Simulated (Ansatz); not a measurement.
Ge:

```
Ge
1.0
    -1.60842    1.60842    1.87318
     1.60842   -1.60842    1.87318
     1.60842    1.60842   -1.87318
Ge
1
Direct
  0.50000 0.50000 0.00000
```

The cell was built by a generator and needn't be a form met in nature.

Base run:

```yaml
Program: Ansatz 0.2.0
Functional: PBE
Potentials_or_basis: Ansatz PAW
Cutoff: 420 eV
Density_cutoff: 1680 eV
k_mesh: 12 × 12 × 12
Occupations: fermi-dirac, width 0.05 eV
Spin: no spin polarisation
```

Its results: band gap on the k mesh none (metal or under the smearing width); pressure 0.6 GPa.

Problem. The run is repeated on the same cell with these changes: functional from PBE to RPBE. What comes out?

Solution. Band gap on the k mesh none (metal or under the smearing width); pressure 2.2 GPa.

RPBE binds less tightly than PBE, so the same cell stands under more pressure.

Caveats: the potentials were made for another functional, which shifts forces and pressure (some runs); the PAW data sets come from PBE, with cores solved anew for the run's functional, which leaves a small shift of forces and pressure (some runs).

Not every run made on this cell is shown here.
